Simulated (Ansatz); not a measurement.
# Al2Cu: what symmetry allows forces and stress to be

```yaml
crystal:
  lattice:
    - [4.10313, 0.16421, 0.00000]
    - [0.16421, 4.00358, 0.00000]
    - [0.00000, 0.00000, 2.72674]
  atoms:
    - { symbol: Al, position: [0.49836, 0.95031, 0.50000] }
    - { symbol: Al, position: [0.99727, 0.51317, 0.50000] }
    - { symbol: Cu, position: [0.00437, 0.03652, 0.00000] }
```

Computed with DFT PBEsol, scalar-relativistic, plane waves, PAW (Ansatz 0.2.0).

Cutoff 420 eV; k points 10×10×14 on the computed 3-atom cell (Γ-centred); Gaussian smearing, width 0.10 eV; no spin polarisation.

This distorted cell has space group Pm, with 2 operations.

Task: Without a calculation: in which directions can each atom feel a force?

Result: A force must be left unchanged by every operation that keeps its atom in place, so it lies in the space that those operations leave fixed. Atoms that the group maps onto each other feel forces of one size.
| atom | site symmetry | operations at the site | equivalent to atom | allowed force (Cartesian) |
| --- | --- | --- | --- | --- |
| Al1 | m | 2 | 1 | in the plane normal to (0.00, 0.00, 1.00) |
| Al2 | m | 2 | 2 | in the plane normal to (0.00, 0.00, 1.00) |
| Cu3 | m | 2 | 3 | in the plane normal to (0.00, 0.00, 1.00) |

That leaves 6 independent force components of 9, tied by 2 conditions that the forces sum to zero, so 4 remain. A relaxation in this cell that keeps the symmetry moves the atoms in these directions alone.

Task: And the stress tensor?

Result: It must be invariant under the point group, which leaves 4 independent components: yz, xz vanish.

Task: Do the computed values obey this?

Result: Yes. Forces (eV/Å):
```
Al1 -0.036  0.631  0.000
Al2  0.334  0.230  0.000
Cu3 -0.298 -0.860  0.000
```

Stress (GPa, compression positive, xx yy zz yz xz xy): 4.49 11.61 9.35 0.00 0.00 -4.61. The program imposes the same operations on density, forces and stress, so this confirms the analysis and is no independent test of the calculation.